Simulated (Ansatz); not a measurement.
TiSi:

```xyz
2
Lattice="1.8162 -2.1176 0.0000 1.8162 2.1176 0.0000 0.0000 0.0000 3.8039" Properties=species:S:1:pos:R:3 pbc="T T T"
Ti    1.8162    0.0000    0.0000
Si    0.0000    0.0000    1.9020
```

The cell comes from a database or a generator and needn't be the stable form of this composition.

Base run:

- Program: Ansatz 0.2.0
- Functional: PBEsol
- Potentials or basis: Ansatz PAW
- Cutoff: 420 eV (not typed: the program's choice for these potentials)
- k mesh: 10 × 10 × 7
- Occupations: fermi-dirac, width 0.05 eV
- Spin: no spin polarisation
- Hubbard terms: Ti d U = 1 eV

Its results: band gap on the k mesh none (metal or under the smearing width); pressure -3.0 GPa.

Q: After a change of settings the same cell gave: band gap on the k mesh none (metal or under the smearing width); pressure 0.2 GPa. Which change was it?
A. hubbard terms from Ti d U = 1 eV to Ti d U = 2 eV
B. hubbard terms from Ti d U = 1 eV to none; hubbard projectors from ortho-atomic (the default) to none
C. hubbard terms from Ti d U = 1 eV to Ti d U = 3 eV

A: C.

Caveats: U without spin polarisation on a metal has little footing; the PAW data sets come from PBE, with cores solved anew for the run's functional, which leaves a small shift of forces and pressure; the U is typed as a test and isn't derived for this compound.
